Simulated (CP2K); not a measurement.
PtS2: single point with LDA

Crystal: PtS2.

```xyz
3
Lattice="3.5432 0.0000 0.0000 -1.7716 3.0685 0.0000 0.0000 0.0000 5.0388" Properties=species:S:1:pos:R:3 pbc="T T T"
Pt    0.0000    0.0000    0.0000
S     1.7716    1.0228    3.8950
S     0.0000    2.0457    1.1438
```

- Program: CP2K 2026.2
- Task: single point
- Functional: LDA
- Potentials or basis: POTENTIAL_UZH Pt GTH-PBE-q18, S GTH-PBE-q6; TZVP-MOLOPT-PBE-GTH basis
- Density cutoff: 9184 eV
- k mesh: 9 × 9 × 5
- Occupations: fermi-dirac, width 0.05 eV
- Spin: no spin polarisation

```yaml
Pressure: 6.1 GPa
Largest_force: 1.137 eV/Å
Band_gap_on_the_k_mesh: 0.92 eV, indirect (least direct gap 0.97 eV)
Mulliken_charges: Pt -0.17; S +0.08 e
```

Forces on the atoms (eV/Å):
```
Pt   0.000  0.000  0.000
S    0.000  0.000 -1.137
S    0.000  0.000  1.137
```

Stress tensor (GPa, compression positive):
```
6.37 0.00 0.00
0.00 6.37 0.00
0.00 0.00 5.66
```

Levels at points of the mesh, in eV from the valence-band top:
| k point | band 12 | band 13 | band 14 | band 15 | band 16 | band 17 | band 18 | band 19 |
| --- | --- | --- | --- | --- | --- | --- | --- | --- |
| (0.00, 0.00, 0.00) | -1.81 | -1.21 | -1.21 | -0.16 | 2.44 | 2.44 | 4.89 | 5.49 |

Run time: 34 s on 1 thread of Arm Neoverse V1, with other jobs on the host, peak memory 0.38 GiB.

Caveat: Mulliken charges move with the basis; the potentials were made for another functional, which shifts forces and pressure; spin-orbit coupling is left out, which moves the levels of the heavy elements; an odd mesh through Γ misses points on the zone boundary, where band edges often lie; the basis of atomic orbitals isn't converged, which shifts pressures, moduli and gaps.
